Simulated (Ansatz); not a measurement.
Li2O (anti-fluorite), relaxed and computed with several functionals in Ansatz (plane waves, PAW).

```csv
functional,a (Å),gap (eV),B₀ by P(V) fit (GPa)
PBE,?,?,?
HSE06,4.567,6.66,88.4
PBEsol,4.580,4.88,82.9
LDA,4.494,4.96,93.9
r²SCAN,4.573,5.77,87.1
```

Fill in the missing entries.


- PBE, a (Å): 4.626
- PBE, gap (eV): 4.98
- PBE, B₀ by P(V) fit (GPa): 79.4

All cells were relaxed under the symmetry of their starts (and spin orders); stability against distortions was not tested throughout.

Potentials: the later of the program's two PAW sets.

Ansatz (a program for electronic structure) is a plane-wave DFT program.
